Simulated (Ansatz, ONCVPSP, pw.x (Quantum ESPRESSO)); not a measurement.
# Cl (Z = 17): one change to the ONCV potential, in the atom and in the bcc crystal

Cl (Z = 17), optimised norm-conserving Vanderbilt (ONCV), made with ONCVPSP 4.0.1.1 (patched build) (PBE, scalar-relativistic). Core [Ne], reference 3s2 3p5. Waves: 3s: rc 1.35 bohr, ncon 4, nbas 7, qcut 5.3 1/bohr, 2 projectors, debl 1.6 Ha; 3p: rc 1.25 bohr, ncon 4, nbas 8, qcut 7.7 1/bohr, 1 projector. Local part: polynomial inside 1.10 bohr (lpopt 2, dvloc0 3 Ha). Core correction: polynomial model core, fcfact 0.2.

Change: all radii but the core radius scaled by about 1.32 (s 1.78, p 1.66 bohr); local potential polynomial inside 1.46 bohr (lpopt 2, dvloc0 3 Ha).

Cutoffs, loose and tight: the cutoffs (Ha) at which the residual kinetic energy of the hardest occupied pseudo-wave falls to 1 and 0.1 mHa per electron. They do not see the model core or the augmentation charge, which bear on the density cutoff. Test errors are all-electron minus pseudo excitation energies from the reference, over the configurations 3s2 3p4; 3s2 3p3; 3s2 3p2; 3s1 3p6; variants that change the core or the reference have their own tests.

Crystal test: bcc Cl in pw.x 7.5, no spin, 13³ k-points, Fermi–Dirac smearing 0.01 Ry, cutoffs set for each file from its atomic test. The reference is all-electron LAPW (Ansatz 0.2.0) with the same functional, mesh and smearing; V0 and B0 come from Birch–Murnaghan fits to the pressures at five volumes. Errors are pseudo minus all-electron; Δ is the rms difference of the E(V) curves that follow from these fits, minima aligned, over ±6 % about the mean V0. Mesh and smearing are coarse, so the numbers serve the comparison and aren't converged zero-temperature values; the lattice is a test structure that the element need not adopt.

All-electron: a0 = 3.519 Å (V0 = 21.78 Å³/atom), B0 = 28.3 GPa.

Task: Does the change bring the crystal closer to the all-electron result?

Result: The mean pressure error goes from +0.86 to +1.93 GPa, so the change moves the solid further from the all-electron pressures.

| quantity | base | changed |
| --- | --- | --- |
| outcome (atom) | generated | generated |
| cutoff, loose (atom) | 18 Ha | 13 Ha |
| cutoff, tight (atom) | 56 Ha | 20 Ha |
| bound ghosts (atom) | none | none |
| largest test error (meV) (atom) | +71 | +76 |
| cutoffs in pw.x (Ry) | 130/520 | 50/200 |
| a0 (Å) | 3.553 | – |
| a0 error (%) | +0.98 | – |
| B0 error (%) | -2.2 | – |
| Δ (meV/atom) | 4.0 | – |
| mean pressure error (GPa) | +0.86 | +1.93 |

A dash: not determined, or the minimum lies outside the volumes sampled.

Base: This is a poor potential for the solid. Changed file: This is a poor potential for the solid. The free energy does not fall steadily as the cutoff rises, most likely since the density grid, which shrinks with it, is too coarse for the model core; the lower cutoffs are not converged.
